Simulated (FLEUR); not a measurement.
# Si (I4/mmm) in FLEUR: a series of runs

Runs on Si. Level: PBE. Tasks: single point.

Everything below comes from runs of FLEUR MaX-R8.1 (later development tree). Logs are shortened: lines on timing, memory, paths and dates and some standing lists are left out, and cuts for length are marked.

## (1) Starting point

The structure is tetragonal, space group I4/mmm (No. 139). Conventional cell: a = 3.254 Å, b = 3.254 Å, c = 2.641 Å, α = 90.00°, β = 90.00°, γ = 90.00°. Around Si (site symmetry 4/mmm) lie 10 Si at 2.64 to 2.65 Å.

This isn't the form of Si at room conditions, which is diamond.

## (2) Single point, PBE

The input, inp.xml:

```xml
<?xml version="1.0" encoding="UTF-8" standalone="no"?>
<fleurInput fleurInputVersion="0.39">
   <comment>
      Si                                                                                                  
   </comment>
   <calculationSetup>
      <cutoffs Kmax="3.5" Gmax="17.5" GmaxXC="17.5" numbands="0"/>
      <scfLoop itmax="60" minDistance="0.00001" maxIterBroyd="15" imix="Anderson" alpha="0.05" precondParam="0.0" spinf="2.0" sdNocoIR="T"/>
      <coreElectrons ctail="T" frcor="F" kcrel="0" coretail_lmax="0"/>
      <xcFunctional name="pbe" relativisticCorrections="F"/>
      <magnetism jspins="1"/>
      <soc l_soc="F" theta="0.0" phi="0.0" spav="F"/>
      <expertModes spex="0" secvar="F"/>
      <geometryOptimization l_f="F" forcealpha="1.0" forcemix="BFGS" epsdisp="0.00001" epsforce="0.00001"/>
      <ldaU l_linMix="F" mixParam="0.05" spinf="1.0"/>
   </calculationSetup>
   <cell>
      <bzIntegration valenceElectrons="12.0" mode="hist" fermiSmearingEnergy="0.00183747">
         <kPointListSelection listName="default-1"/>
         <!-- k-points included here -->
         <xi:include xmlns:xi="http://www.w3.org/2001/XInclude" href="kpts.xml"> </xi:include>
      </bzIntegration>
      <!-- symmetry operations included here -->
      <xi:include xmlns:xi="http://www.w3.org/2001/XInclude" href="sym.xml"> </xi:include>
      <bulkLattice scale="1.0">
         <bravaisMatrix>
            <row-1>   -3.0744236457227805     3.0744236457227805     2.4950618106341991</row-1>
            <row-2>    3.0744236457227805    -3.0744236457227805     2.4950618106341991</row-2>
            <row-3>    3.0744236457227805     3.0744236457227805    -2.4950618106341991</row-3>
         </bravaisMatrix>
      </bulkLattice>
   </cell>
   <atomSpecies>
      <species name="Silicon (Si)" element="Si" atomicNumber="14">
         <mtSphere radius="2.31" gridPoints="763" logIncrement="0.015"/>
         <atomicCutoffs lmax="8" lnonsphr="6"/>
         <electronConfig flipSpins="F">
            <coreConfig>(1s1/2)</coreConfig>
            <valenceConfig>(2s1/2) (2p1/2) (2p3/2) (3s1/2) (3p1/2) (3p3/2)</valenceConfig>
            <stateOccupation state="(3p1/2)" spinUp="0.333333" spinDown="0.333333"/>
            <stateOccupation state="(3p3/2)" spinUp="0.666667" spinDown="0.666667"/>
         </electronConfig>
         <energyParameters s="3" p="3" d="3" f="4"/>
         <lo type="SCLO" l="0" n="2" eDeriv="0"/>
         <lo type="SCLO" l="1" n="2" eDeriv="0"/>
         <lo type="SCLO" l="2" n="3" eDeriv="2"/>
         <lo type="SCLO" l="3" n="4" eDeriv="2"/>
      </species>
   </atomSpecies>
   <atomGroups>
      <atomGroup species="Silicon (Si)">
         <relPos label="                   1">.0000000000 .0000000000 .0000000000</relPos>
         <force calculate="T" relaxXYZ="TTT"/>
      </atomGroup>
   </atomGroups>
   <output dos="F" band="F" slice="F">
      <checks vchk="F" cdinf="F"/>
      <bandDOS minEnergy="-.5*Htr" maxEnergy="0.5*Htr" sigma="0.015" storeEVData="T"/>
      <vacuumDOS vacdos="F" integ="F" star="F" nstars="0" locx1="0.0" locy1="0.0" locx2="0.0" locy2="0.0" nstm="0" tworkf="0.0"/>
      <unfoldingBand unfoldBand="F" supercellX="1" supercellY="1" supercellZ="1"/>
      <plotting iplot="0" polar="F">
         <plot TwoD="T" vec1="  1.0  0.0  0.0" vec2="  0.0  1.0  0.0" vec3="  0.0  0.0  1.0" zero="  0.0  0.0  0.0" file="plot"/>
      </plotting>
      <chargeDensitySlicing numkpt="0" minEigenval="0.0" maxEigenval="0.0" nnne="0" pallst="F"/>
      <specialOutput eonly="F"/>
      <moessbauerParams electricFieldGradient="T" isomerShift="T" coreHyperfine="T" valenceHyperfine="T"/>
      <magneticCircularDichroism mcd="F" energyLo="-10.0" energyUp="0.0"/>
   </output>
  <!-- We include the file relax.xml here to enable relaxations (see documentation) -->
  <xi:include xmlns:xi="http://www.w3.org/2001/XInclude" href="relax.xml"> <xi:fallback/> </xi:include>
</fleurInput>
```

The input, crystal.txt:

```
Si
&input cartesian=F /
-1.6269149300  1.6269149300  1.3203298500
1.6269149300  -1.6269149300  1.3203298500
1.6269149300  1.6269149300  -1.3203298500
1.8897261246
1.0 1.0 1.0

1
14 0.0000000000  0.0000000000  0.0000000000

&kpt div1=13 div2=13 div3=13 gamma=T /
```

Potentials or basis: all-electron, FLAPW.

On the command line:

```
$ inpgen -f crystal.txt -profile veryFastHighL
$ # inp.xml edited to the form shown
$ fleur_MPI
```

The program printed:

```text
Welcome to FLEUR        (www.flapw.de)
      MaX-Release 8.1          (www.max-centre.eu)

 ========== k-point set info ==========
 Selected k-point list: default-1
 k-point list type: mesh
 13 x 13 x 13
 Number of k points: 196

 ------------Calculation Setup---------------------------
 Number of MPI-tasks      :            1
 Number of PE/node        :            1
 Number of OMP-threads    :            1
 Most efficient MPI parallelization for:
           1           2           4           7          14          28          49          98         196
 Additional eigenvalue parallelization possible
 Number of basis functions:          106
 Approximate size of matrices (H+S) per k-point:         0.000 GB
 --------------------------------------------------------
 Iteration:     1   Distance:       4.06939105 me/bohr^3
 Iteration:     2   Distance:       3.82952475 me/bohr^3
 Iteration:     3   Distance:       1.12846316 me/bohr^3
 Iteration:     4   Distance:       0.16817873 me/bohr^3
 Iteration:     5   Distance:       0.09652984 me/bohr^3
 Iteration:     6   Distance:       0.00471940 me/bohr^3
 Iteration:     7   Distance:       0.00602357 me/bohr^3
 Iteration:     8   Distance:       0.00074078 me/bohr^3
 Iteration:     9   Distance:       0.00004192 me/bohr^3
 Iteration:    10   Distance:       0.00001772 me/bohr^3
 Iteration:    11   Distance:       0.00000030 me/bohr^3

 ********************************************************************
 Run finished successfully
 Stop message:
   all done
 ********************************************************************
```

out.xml (last iteration):

```text
<iteration numberForCurrentRun="   11" overallNumber="   11">
         <energyParameters units="Htr">
            <atomicEP atomType="1" spin="1" branch="3s" branchLowest="-4.55" branchHighest="0.95" value="0.0670649082"/>
            <atomicEP atomType="1" spin="1" branch="3p" branchLowest="-2.94" branchHighest="1.41" value="0.2625012294"/>
            <atomicEP atomType="1" spin="1" branch="3d" branchLowest="-9.99" branchHighest="1.87" value="0.4648006826"/>
            <atomicEP atomType="1" spin="1" branch="4f" branchLowest="-9.99" branchHighest="3.75" value="0.6348651106"/>
            <loAtomicEP atomType="1" spin="1" branch="2s" branchLowest="-65.05" branchHighest="-4.55" value="-4.5520666003"/>
            <loAtomicEP atomType="1" spin="1" branch="2p" branchLowest="-9.99" branchHighest="-2.94" value="-2.9370577094"/>
            <loAtomicEP atomType="1" spin="1" branch="3d" branchLowest="-9.99" branchHighest="1.87" value="0.4647999529"/>
            <loAtomicEP atomType="1" spin="1" branch="4f" branchLowest="-9.99" branchHighest="3.75" value="0.6348674351"/>
         </energyParameters>
         <eigenvalues>
            <eigenvaluesAt spin="1" ikpt="1" k_x="0.00000000" k_y="0.00000000" k_z="0.00000000">
                      -4.5521206970       -2.9370161841       -2.9367201228       -2.9367201228       -0.1413913882
                       0.7520953008        0.7756604982        0.7756604982        0.8779839501        0.9175773419
            </eigenvaluesAt>
            <eigenvaluesAt spin="1" ikpt="2" k_x="0.00000000" k_y="0.00000000" k_z="0.07692308">
                      -4.5521181415       -2.9370211357       -2.9367401363       -2.9367186744       -0.1354434830
                       0.6580574692        0.7793147414        0.8236158474        0.8773195274        0.9048218825
            </eigenvaluesAt>
            <eigenvaluesAt spin="1" ikpt="3" k_x="0.00000000" k_y="0.00000000" k_z="0.15384615">
                      -4.5521110528       -2.9370348056       -2.9367954412       -2.9367146297       -0.1176375989
                       0.5436045799        0.7897189366        0.8308996652        0.8414484034        0.9151615537
            </eigenvaluesAt>
            <eigenvaluesAt spin="1" ikpt="4" k_x="0.00000000" k_y="0.00000000" k_z="0.23076923">
                      -4.5521005180       -2.9370522646       -2.9368669910       -2.9367064495       -0.0880895000
                       0.4321230967        0.7931072482        0.8049278840        0.8485577697        0.8819041089
            </eigenvaluesAt>
         </eigenvalues>
         <bandgap value="0.0049717182" units="eV"/>
         <sumValenceSingleParticleEnergies value="-25.9794008760" units="Htr"/>
         <FermiEnergy value="0.3997756409" units="Htr"/>
         <valenceDensity>
            <mtCharges spin="1">
               <mtCharge atomType="1" total="10.5115420" s="3.1010592" p="7.1687016" d="0.2200945" f="0.0197572"/>
            </mtCharges>
            <spinDependentCharge spin="1" total="12.0000000" interstitial="1.4884580" mtSpheres="10.5115420"/>
            <totalCharge value="12.0000000000"/>
         </valenceDensity>
         <coreStates atomType="     1" atomicNumber=" 14" spin="1" kinEnergy="    185.6379227886" eigValSum="   -130.1069098309" lostElectrons=" 0.000000">
            <state n="1" l="0" j="0.5" energy="-65.0534549155" weight="1.0000000000"/>
         </coreStates>
         <allElectronCharges>
            <spinDependentCharge spin="1" total="14.0000000" interstitial="1.4884580" mtSpheres="12.5115420"/>
            <totalCharge value="14.0000000001"/>
         </allElectronCharges>
         <moessbauerParams unitsHFF="kG" unitsIS="e/bohr^3" unitsEFG="Htr/bohr^2">
            <coreIsomerShift atomType="1" isTotal="1776.19450">
               <shell n="1" l="0" isomerShift="1776.19450"/>
            </coreIsomerShift>
            <isomerShift atomType="1" nucleusRadius="0.0000718" averageDensity="1910.28472"/>
            <electricFieldGradient atomType="1" VXX="-0.02880" VYY="-0.02880" VZZ="0.05759" asymParam="0.00000">
            </electricFieldGradient>
         </moessbauerParams>
         <totalEnergy                                    value="     -290.0171351811" units="Htr">
            <sumOfEigenvalues                            value="     -156.0863107069">
               <coreElectrons value="-130.1069098309"/>
               <valenceElectrons value="-25.9794008760"/>
            </sumOfEigenvalues>
            <densityCoulombPotentialIntegral value="-419.9018521264"/>
            <densityEffectivePotentialIntegral value="-446.8976542145"/>
            <chargeDenXCDenIntegral value="-20.9012702275"/>
            <FockExchangeEnergyValence value="0.0000000000"/>
            <FockExchangeEnergyCore value="0.0000000000"/>
            <atomTypeDependentContributions atomType="1">
               <electronNucleiInteractionDifferentMTs value="343.2563242036"/>
               <MadelungTerm value="-6.7199581944"/>
            </atomTypeDependentContributions>
            <tkbTimesEntropy value="0.0001781219"/>
            <freeEnergy value="-290.0173133030"/>
            <extrapolationTo0K value="-290.0172242421"/>
         </totalEnergy>
         <densityConvergence units="me/bohr^3">
            <chargeDensity spin="1" distance="0.0000002973"/>
         </densityConvergence>
      </iteration>
```

Wall time 7.8 s (1 thread of Arm Neoverse V2, shared host); peak memory 0.05 GiB.

What came out:

* Free energy: -7891.7731 eV
* Band gap on the k mesh: none (metal or under the smearing width)
* Valence electrons inside the program's atomic spheres: Si 10.51 (radii Si 2.31 bohr)

Levels at points of the mesh, in eV from the Fermi level:
```tsv
k point	band 5	band 6	band 7	band 8	band 9	band 10
(0.00, 0.00, 0.00)	-14.73	9.59	10.23	10.23	13.01	14.09
```

Core levels (eV from the Fermi level):
```tsv
atom	levels
1 Si	1s1/2 -1781.1
```

## (3) Single point, PBE

inp.xml, as its differences from that of step 2:

```diff
@@ -6,3 +6,3 @@
    <calculationSetup>
-      <cutoffs Kmax="3.5" Gmax="17.5" GmaxXC="17.5" numbands="0"/>
+      <cutoffs Kmax="4.0" Gmax="20.0" GmaxXC="20.0" numbands="0"/>
       <scfLoop itmax="60" minDistance="0.00001" maxIterBroyd="15" imix="Anderson" alpha="0.05" precondParam="0.0" spinf="2.0" sdNocoIR="T"/>
@@ -35,3 +35,3 @@
          <mtSphere radius="2.31" gridPoints="763" logIncrement="0.015"/>
-         <atomicCutoffs lmax="8" lnonsphr="6"/>
+         <atomicCutoffs lmax="6" lnonsphr="4"/>
          <electronConfig flipSpins="F">
```

crystal.txt is that of step 2.

Potentials or basis: all-electron, FLAPW.

On the command line:

```
$ inpgen -f crystal.txt -profile fast
$ # inp.xml edited to the form shown
$ fleur_MPI
```

Run time: 8.6 s. Hardware: 1 thread of Arm Neoverse V2, shared host; peak memory 0.05 GiB.

Results (log left out):

| Property | Result |
| --- | --- |
| Free energy | -7891.7695 eV |
| Band gap on the k mesh | none (metal or under the smearing width) |
| Valence electrons inside the program's atomic spheres | Si 10.51 (radii Si 2.31 bohr) |

Levels at points of the mesh, in eV from the Fermi level:
```csv
k point,band 5,band 6,band 7,band 8,band 9,band 10
"(0.00, 0.00, 0.00)",-14.73,9.59,10.23,10.23,13.01,14.07
```

Core levels (eV from the Fermi level):
| atom | levels |
| --- | --- |
| 1 Si | 1s1/2 -1781.1 |

## (4) Single point, PBE

inp.xml, as its differences from that of step 3:

```diff
@@ -6,3 +6,3 @@
    <calculationSetup>
-      <cutoffs Kmax="4.0" Gmax="20.0" GmaxXC="20.0" numbands="0"/>
+      <cutoffs Kmax="4.5" Gmax="22.5" GmaxXC="22.5" numbands="0"/>
       <scfLoop itmax="60" minDistance="0.00001" maxIterBroyd="15" imix="Anderson" alpha="0.05" precondParam="0.0" spinf="2.0" sdNocoIR="T"/>
@@ -35,3 +35,3 @@
          <mtSphere radius="2.31" gridPoints="763" logIncrement="0.015"/>
-         <atomicCutoffs lmax="6" lnonsphr="4"/>
+         <atomicCutoffs lmax="9" lnonsphr="7"/>
          <electronConfig flipSpins="F">
```

crystal.txt is that of step 3.

On the command line:

```
$ inpgen -f crystal.txt -profile moderate
$ # inp.xml edited to the form shown
$ fleur_MPI
```

It took 18 s on 1 thread of Arm Neoverse V2, shared host; peak memory 0.06 GiB.

Results (log left out):

| Quantity | Value |
| --- | --- |
| Free energy | -7891.7760 eV |
| Band gap on the k mesh | none (metal or under the smearing width) |
| Valence electrons inside the program's atomic spheres | Si 10.51 (radii Si 2.31 bohr) |

Levels at points of the mesh, in eV from the Fermi level:
```
           k point  band 5  band 6  band 7  band 8  band 9
(0.00, 0.00, 0.00)  -14.73    9.59   10.22   10.22   13.01
```

Core levels (eV from the Fermi level):
| atom | levels |
| --- | --- |
| 1 Si | 1s1/2 -1781.1 |

## (5) Single point, PBE

inp.xml, as its differences from that of step 4:

```diff
@@ -6,3 +6,3 @@
    <calculationSetup>
-      <cutoffs Kmax="4.5" Gmax="22.5" GmaxXC="22.5" numbands="0"/>
+      <cutoffs Kmax="5.0" Gmax="25.0" GmaxXC="25.0" numbands="0"/>
       <scfLoop itmax="60" minDistance="0.00001" maxIterBroyd="15" imix="Anderson" alpha="0.05" precondParam="0.0" spinf="2.0" sdNocoIR="T"/>
@@ -35,3 +35,3 @@
          <mtSphere radius="2.31" gridPoints="763" logIncrement="0.015"/>
-         <atomicCutoffs lmax="9" lnonsphr="7"/>
+         <atomicCutoffs lmax="12" lnonsphr="8"/>
          <electronConfig flipSpins="F">
```

crystal.txt is that of step 4.

On the command line:

```
$ inpgen -f crystal.txt -profile precise
$ # inp.xml edited to the form shown
$ fleur_MPI
```

Wall time 31 s (1 thread of Arm Neoverse V2, shared host); peak memory 0.08 GiB.

Results (log left out):

| Item | Value |
| --- | --- |
| Free energy | -7891.7763 eV |
| Band gap on the k mesh | none (metal or under the smearing width) |
| Valence electrons inside the program's atomic spheres | Si 10.51 (radii Si 2.31 bohr) |

Levels at points of the mesh, in eV from the Fermi level:
| k point | band 5 | band 6 | band 7 | band 8 | band 9 | band 10 |
| --- | --- | --- | --- | --- | --- | --- |
| (0.00, 0.00, 0.00) | -14.73 | 9.59 | 10.22 | 10.22 | 13.01 | 14.07 |

Core levels (eV from the Fermi level):
| atom | levels |
| --- | --- |
| 1 Si | 1s1/2 -1781.1 |

## (6) Single point, PBE

inp.xml, as its differences from that of step 5:

```diff
@@ -6,3 +6,3 @@
    <calculationSetup>
-      <cutoffs Kmax="5.0" Gmax="25.0" GmaxXC="25.0" numbands="0"/>
+      <cutoffs Kmax="4.24" Gmax="13.2" GmaxXC="13.2" numbands="0"/>
       <scfLoop itmax="60" minDistance="0.00001" maxIterBroyd="15" imix="Anderson" alpha="0.05" precondParam="0.0" spinf="2.0" sdNocoIR="T"/>
@@ -35,3 +35,3 @@
          <mtSphere radius="2.31" gridPoints="763" logIncrement="0.015"/>
-         <atomicCutoffs lmax="12" lnonsphr="8"/>
+         <atomicCutoffs lmax="9" lnonsphr="9"/>
          <electronConfig flipSpins="F">
```

crystal.txt is that of step 5.

Potentials or basis: all-electron, FLAPW.

On the command line:

```
$ inpgen -f crystal.txt -profile fastHighL
$ # inp.xml edited to the form shown
$ fleur_MPI
```

Wall time 17 s (1 thread of Arm Neoverse V2, shared host); peak memory 0.06 GiB.

The run converged. Its results:

```yaml
Free_energy: -7891.7761 eV
Band_gap_on_the_k_mesh: none (metal or under the smearing width)
Valence_electrons_inside_the_program's_atomic_spheres: Si 10.51 (radii Si 2.31 bohr)
```

Levels at points of the mesh, in eV from the Fermi level:
```tsv
k point	band 5	band 6	band 7	band 8	band 9	band 10
(0.00, 0.00, 0.00)	-14.73	9.59	10.22	10.22	13.01	14.08
```

Core levels (eV from the Fermi level):
```tsv
atom	levels
1 Si	1s1/2 -1781.1
```

## (7) Overview

```csv
inpgen profile,gmax,lmax,lnonsphr,kmax,gap on the mesh (eV)
veryFastHighL,17.5 1/bohr,Si 8,Si 6,3.5 1/bohr,none
fast,20 1/bohr,Si 6,Si 4,4 1/bohr,none
moderate,22.5 1/bohr,Si 9,Si 7,4.5 1/bohr,none
precise,25 1/bohr,Si 12,Si 8,5 1/bohr,none
-,13.2 1/bohr,Si 9,Si 9,4.24 1/bohr,none
```

Alike in all rows: task single point; level PBE; potentials or basis all-electron, FLAPW; no spin polarisation; cell as given; k mesh 13 × 13 × 13; smearing fermi-dirac 0.05 eV.

Every run on the cell as given and a fine mesh finds a metal.

Compare energies only between runs with the same functional and basis.
